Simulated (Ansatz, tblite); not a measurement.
## A script for PbO₂ (GFN1-xTB)

These are simulated results from tblite 0.8.0, not measurements. The cell was built from a prototype and was relaxed with r2SCAN in plane waves (Ansatz 0.2.0). It may be hypothetical. It is a single sheet, repeated along a and b, with vacuum along c. All runs are without spin polarisation.

In-plane lattice: a = 3.369 Å, b = 3.369 Å, γ = 120.0°; thickness between the outer nuclei 2.08 Å. Around Pb lie 6 O at 2.21 Å; around O lie 3 Pb at 2.21 Å.

tblite solves periodic systems at the zone centre alone, so the script builds a cluster of 3×3×1 conventional cells (27 atoms), which folds in a coarse mesh of k points.

run.py reads:

```python
import json
from ase import Atoms
from ase.build import make_supercell
from ase.units import Bohr, GPa, Hartree
from tblite.interface import Calculator

atoms = Atoms(['Pb', 'O', 'O'],
              cell=[[3.36900741, 0.0, 0.0], [-1.6845037, 2.917646, 0.0], [0.0, 0.0, 28.78875815]],
              scaled_positions=[[0.0, 0.0, 0.312622029], [0.333333333, 0.666666667, 0.348750988], [0.666666667, 0.333333333, 0.27649307]],
              pbc=True)
cluster = make_supercell(atoms, [[3, 0, 0], [0, 3, 0], [0, 0, 1]])
calc = Calculator('GFN1-xTB', cluster.numbers, cluster.positions / Bohr, lattice=cluster.cell[:] / Bohr, periodic=cluster.pbc)
calc.set('temperature', 0.02 / Hartree)
calc.set('max-iter', 150)
res = calc.singlepoint()
levels = res.get('orbital-energies') * Hartree
nv = round(res.get('orbital-occupations').sum() / 2)
cells = len(cluster) // len(atoms)
out = {'energy_per_cell': res.get('energy') * Hartree / cells, 'homo': levels[nv - 1], 'lumo': levels[nv],
       'stress': (-res.get('virial') * Hartree / cluster.get_volume() / GPa).tolist(), 'charges': res.get('charges')[:len(atoms)].tolist(), 'electrons': 2 * nv / cells}
json.dump(out, open('results.json', 'w'))
for key, value in out.items():
    print(key, value)
```

Command: `python run.py`. It took 0.81 s on 1 thread of Intel(R) Xeon(R) Platinum 8124M CPU @ 3.00GHz (Skylake/Cascade Lake), on a shared host, peak memory 0.094 GiB.

What it printed:

```
------------------------------------------------------------
  cycle        total energy    energy error   density error
------------------------------------------------------------
      1     -78.18691888741  -7.8161704E+01   1.2571412E+00
      2     -96.84282365634  -1.8655905E+01   3.8754890E-01
      3     -98.71708995178  -1.8742663E+00   2.2124837E-01
      4     -98.73301308118  -1.5923129E-02   1.8529456E-01
      5     -98.77348660320  -4.0473522E-02   3.8833291E-02
      6     -98.77514376642  -1.6571632E-03   1.9363283E-02
      7     -98.77568261772  -5.3885130E-04   2.2319335E-03
      8     -98.77568959157  -6.9738577E-06   3.2059797E-04
      9     -98.77568981925  -2.2767530E-07   8.2469040E-05
     10     -98.77568982818  -8.9323748E-09   3.0140683E-05
     11     -98.77568982964  -1.4593411E-09   4.7657395E-07
------------------------------------------------------------

 total:                                   0.159 sec
energy_per_cell -298.64704730861405
homo -14.209147402642516
lumo -12.206072690903978
stress [[-0.9628425098957462, -7.562598044321008e-05, 1.928483406661649e-07], [-7.56259804432185e-05, -0.9629297905792636, -1.0968250167933925e-07], [1.9284834066580556e-07, -1.096825016712979e-07, 0.0535896300177776]]
charges [0.9784522797027582, -0.4892268557758892, -0.48922685577141656]
electrons 16.0
```

The cycle table is in hartree for the whole cluster, and the lines after it are in eV (the energy for one cell). The printed stress is in GPa and positive in compression, and the pressure is its mean diagonal, here averaged over the vacuum too.

GFN1-xTB gives a gap of 2.00 eV. On the same cell, plane-wave PBE (Ansatz, 12×12×1 k points and the special points) gives a gap of 1.44 eV and r2SCAN a gap of 1.73 eV; on shared hosts these took about 8.7 and 19 core-seconds on the 3-atom cell, against 0.81 for the script. Spin-orbit coupling, left out in all these runs, can cut or reorder the gap by tenths of an eV, up to about 1 eV with Pb or Bi. xTB was fitted to molecules, so gaps, charges and pressures of solids can be far off, and the gap also depends on the size of the cluster.

xTB was fitted mostly to molecules, and a small cluster samples few k points, so gaps, pressures and kinks along a curve can be far from a solid's.

Spin-orbit coupling is left out; in compounds of Pb, Bi, Tl or Hg it can lower a gap by up to about 1 eV, split its edges or invert the bands.
